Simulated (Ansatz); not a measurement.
Calculation for In: DFT, r2SCAN, all-electron PAW with datasets made for the crystal, scalar-relativistic (Ansatz 0.2.0).

The cell comes from a relaxation on PAW files under the same functional, begun from a database entry that needn't be the ground state.

Command: `ansatz run input.yaml --threads 1 --pin off --max-ram 3072MiB --backend cpu --events-out ev --progress --plain --runs-dir out` It took 53 s on 1 thread of Arm Neoverse V2, with other jobs on the host, peak memory 0.88 GiB.

```yaml
crystal:
  lattice:
    - [-1.6209330004, 1.6209330004, 2.5017031614]
    - [1.6209330004, -1.6209330004, 2.5017031614]
    - [1.6209330004, 1.6209330004, -2.5017031614]
  atoms:
    - { symbol: In, position: [0.0, 0.0, 0.0] }
kpoints:
  mp_grid: { grid: [22, 22, 22] }
scf:
  occupations: { method: fermi_dirac, width: 0.05 }
hamiltonian:
  xc: r2scan
  pseudopotentials: { kind: all_electron, datasets: crystal }
output:
  forces: true
  stress: true
  eigenvalues: true
```

Output:

```
hamiltonian.pseudopotentials.datasets: crystal makes datasets for this crystal and solves the spheres of its atoms anew in each pass: cutoff 260.0 eV, the density's 1820.0 eV; for an error of 0.50 meV an atom under PBE, 0.5 meV for the cell; an energy difference from a run of another recipe may be off by several times the error for the cell, under r2SCAN by more, where some 0.1 meV an atom stays at smaller errors; In in spheres of 1.376 Å, 13 of its electrons in bands
Engine: ansatz 0.2.0
Pseudopotentials: kind: all_electron
Pseudopotential: In, paw, valence charge 13, recommended cutoff 260 eV (normal), crystal/all_electron/r2scan/scalar/gaussian/In, Koelling and Harmon's equation, gaussian nucleus
Functional definition: r2SCAN
  parameter k0 = 0.174
  parameter k1 = 0.065
  parameter a1 = 4.9479
  exchange = r2scan_x(k0 = k0, k1 = k1, a1 = a1)
  correlation = r2scan_c
Crystal: 1 atoms, lattice volume = 26.292 Å³
Basis set: ecut = 260 eV, 267 PW (Γ), exchange–correlation on 72×72×72 points (27 copies of the dense FFT grid, shifted against one another)
Bands: 11, of which v1, the nominal top of the filled ones, is band 7 counted from 1 (6 counted from 0)
Symmetry: 16 space group operations
Space group: I4/mmm (ITA 139), of the structure as read, at distance tolerance 3.0e-5 Å
k-points: 834 of 10648
Non-local potential: In, projectors of the file, l = 0: 1, l = 1: 1, l = 2: 2
PAW form: soft (Blöchl's): semilocal exchange-correlation on the pseudo side does not see the compensation charge
PAW one-centre angular grid: In, 590 points (default); XC on its mesh's 1869 points in the sphere
Initial density: superposition of atomic densities (neutral atoms: chi_scale 0, normalization atom)
Initial wavefunctions: pseudopotential atomic-orbital guess
Functional: x = r2scan, c = r2scan; τ floored in thin density (d = 2e-4 eV/Å³)
iter 1 solved again at ethr=4.30e-4 eV; its pass at ethr=1.00e-1 eV (dr2=5.59e-2 eV) is discarded
SCF iter   1: F=—  HF=-160068.300077 eV  |F-HF|=—  |Δ(HF+E_count)|=         —  Δρ=1.27e-2  dr2=5.95e-2  dr2_τ=1.14e-4  ethr=4.30e-4  ⟨swp⟩=3.9  Hψ=54438  notcnv=0
preconditioner: auto → none  [metal: Δε(μ)=0.024 eV  Ē_g=20.343 eV  σ=0.050 eV  W_gap=0.12  n_scr=8 (ndim 8)  ℏωp=26.1 eV  f_vac=0.000  D(μ)=0.36/eV (n_scr^D=0)  sad-step TF]
SCF iter   2: F=—  HF=-160068.295025 eV  |F-HF|=—  |Δ(HF+E_count)|=   5.05e-3  Δρ=8.89e-3  dr2=2.85e-2  dr2_τ=1.66e-6  ethr=4.30e-4  ⟨swp⟩=2.1  Hψ=18441  notcnv=0  defer=26
iter 3 solved again at ethr=7.52e-6 eV; its pass at ethr=2.19e-4 eV (dr2=9.77e-4 eV) is discarded
SCF iter   3: F=—  HF=-160068.309152 eV  |F-HF|=—  |Δ(HF+E_count)|=   1.41e-2  Δρ=2.52e-3  dr2=9.65e-4  dr2_τ=5.99e-6  ethr=7.52e-6  ⟨swp⟩=2.0  Hψ=37794  notcnv=0  defer=3
SCF iter   4: F=—  HF=-160068.312368 eV  |F-HF|=—  |Δ(HF+E_count)|=   3.22e-3  Δρ=1.13e-3  dr2=2.02e-4  dr2_τ=6.32e-7  ethr=7.42e-6  ⟨swp⟩=3.0  Hψ=16897  notcnv=0  defer=4
SCF iter   5: F=—  HF=-160068.313041 eV  |F-HF|=—  |Δ(HF+E_count)|=   6.73e-4  Δρ=5.75e-4  dr2=1.21e-4  dr2_τ=3.79e-7  ethr=1.55e-6  ⟨swp⟩=3.4  Hψ=29240  notcnv=0  defer=6
SCF iter   6: F=—  HF=-160068.313102 eV  |F-HF|=—  |Δ(HF+E_count)|=   6.14e-5  Δρ=4.22e-4  dr2=5.93e-5  dr2_τ=2.32e-7  ethr=9.27e-7  ⟨swp⟩=3.0  Hψ=20331  notcnv=0  defer=2
SCF iter   7: F=—  HF=-160068.313035 eV  |F-HF|=—  |Δ(HF+E_count)|=   6.75e-5  Δρ=7.19e-5  dr2=7.73e-7  dr2_τ=5.92e-9  ethr=4.56e-7  ⟨swp⟩=3.0  Hψ=20144  notcnv=0  defer=2
SCF iter   8: F=-160068.313039 eV  HF=-160068.313039 eV  |F-HF|=1.12e-8  |Δ(HF+E_count)|=   4.04e-6  Δρ=4.36e-6  dr2=1.55e-9  dr2_τ=1.98e-9  ethr=5.95e-9  ⟨swp⟩=3.0  Hψ=20223  notcnv=0  defer=1
SCF 1 converged in 8 iterations: F = -160068.313039 eV  dr2 = 1.55e-9
  Residual-converged pass: ⟨swp⟩=3.1  Hψ=17054  notcnv=0  max |occ|·‖R‖ = 3.7e-6 eV (tolerance 3.7e-6 eV)  dr2=1.48e-9  dr2_τ=1.98e-9  dr2_onsite=1.55e-8  max |Δocc| = 3.5e-9
  greatest PAW one-centre occupation: 0.981 electrons in one spin orbital (limit 2), on the In atom at site 0 (counted from 0), in its partial waves of l = 2
SCF converged after 8 iterations
Free energy (F): -160068.313039 eV
Harris-Foulkes:  -160068.313039 eV  (|F-HF|=1.12e-8)
Internal energy: -160068.309959 eV  (E = F + TS)
E sigma→0 (E₀):  -160068.311499 eV
Entropy (-TS):   -0.003080 eV (-3.080 meV/atom)
Past the cutoff: the bands carry plane waves up to 2.50 times it, of which those up to 1.5 times it add -0.001076 eV an atom, each by itself; the spheres take 0.001246 eV an atom off the energy for waves past 2.50 times it
Past the cutoffs: a stress includes 0.0028 GPa for waves and charges beyond them, in addition to the slope of what the spheres take
In the spheres:  the bands' charges fall short by 1.9e-6 e at most (sound up to 1e-3)
Fermi energy:    13.422112 eV
--- Per-component energies (eV) ---
  E_band       = 10.744894
  E_kinetic    = 103.400678
  E_local      = -829.922589  (includes V_loc(G=0)·N_el)
  E_nonlocal   = 255.705291
  E_hartree    = 398.526593
  E_xc         = -47.011877
  E_vxc        = -62.383312  (∫ρ·V_xc dr)
  E_paw        = -161419.504262  (= ΣΔE_a)
  E_vpaw       = -2910.266589  (= ΣTr[D̂ρ^β])
  E_vtau       = 5.005747  (kinetic-family band-sum trace: ∫τ·v_τ [+ j·A + Jᵃ·Aᵃ] dr)
  E_ewald      = -1181.657487
  E_smearing   = -0.003080  (= −TS)
  E_closure    = 2652.153694  (closes the sum)
  Σ components = -160068.313039   (vs F -160068.313039, Δ=0.00e0)
  The terms above E_closure are by the made datasets' own strengths, without shells solved beside the bands.
--- Forces (eV/Å), atoms counted from 1 ---
  atom   1  In    -0.00000000     0.00000000     0.00000000
  max |Σ_I F_I| component: 4.37e-32 eV/Å
--- Stress (GPa, compression-positive) ---
        0.006511      -0.000000      -0.000000
       -0.000000       0.006511       0.000000
       -0.000000      -0.000000       0.010241
  P = ⅓ Tr σ = 0.0078 GPa (0.078 kbar)
--- Band table (eV; the first three rows and the last of 834) ---
  k-point 0: bands = ["-1.9508", "-1.8185", "-1.8185", "-1.7582", "-1.6264", "3.4198", "24.5189", "24.5189", "24.7693"]
  k-point 1: bands = ["-1.9410", "-1.8237", "-1.8133", "-1.7553", "-1.6307", "3.4867", "24.0176", "24.2738", "24.2859"]
  k-point 2: bands = ["-1.9124", "-1.8388", "-1.7980", "-1.7479", "-1.6426", "3.6880", "23.0062", "23.3094", "23.6681"]
  k-point 833: bands = ["-2.1279", "-1.9927", "-1.5277", "-1.4992", "-1.4992", "10.2857", "10.4640", "18.5309", "18.5309"]
```
